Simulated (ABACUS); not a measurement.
Crystal: PtS2.

```
CELL_PARAMETERS angstrom
3.54320 0.00000 0.00000
-1.77160 3.06850 0.00000
0.00000 0.00000 5.03880
ATOMIC_POSITIONS crystal
Pt 0.00000 0.00000 0.00000
S 0.66667 0.33333 0.77300
S 0.33333 0.66667 0.22700
```

Base run:

- Program: ABACUS 3.10.1
- Functional: PBE
- Potentials or basis: PseudoDojo NC SR 0.4.1 PBE standard
- Cutoff: 1361 eV
- Density cutoff: 5442 eV
- Basis: TZDP LCAO (the cutoffs set its grid)
- k mesh: 9 × 9 × 5
- Occupations: fermi-dirac, width 0.05 eV
- Spin: no spin polarisation

Its results: band gap on the k mesh 1.00 eV, indirect (least direct gap 1.05 eV); pressure 12.2 GPa; largest force 1.354 eV/Å.

Question: The run is repeated on the same cell with these changes: basis from TZDP LCAO (the cutoffs set its grid) to DZP LCAO (the cutoffs set its grid); orbital files from Pt Pt_confined-atom_7au_4s3p3d1f.orb, S S_confined-atom_7au_3s3p2d1f.orb to Pt Pt_confined-atom_7au_3s2p2d1f.orb, S S_confined-atom_7au_2s2p1d.orb. What comes out?

Answer: Band gap on the k mesh 1.01 eV, indirect (least direct gap 1.07 eV); pressure 14.3 GPa; largest force 1.626 eV/Å.

Caveats: the atomic orbitals were generated for these runs and aren't a published set; spin-orbit coupling is left out, which moves the levels of the heavy elements; an odd mesh through Γ misses points on the zone boundary, where band edges often lie; the basis of atomic orbitals isn't converged, which shifts pressures, moduli and gaps; forces of over 1 eV/Å show positions far from the minimum, so gaps and moduli don't describe the material at rest.
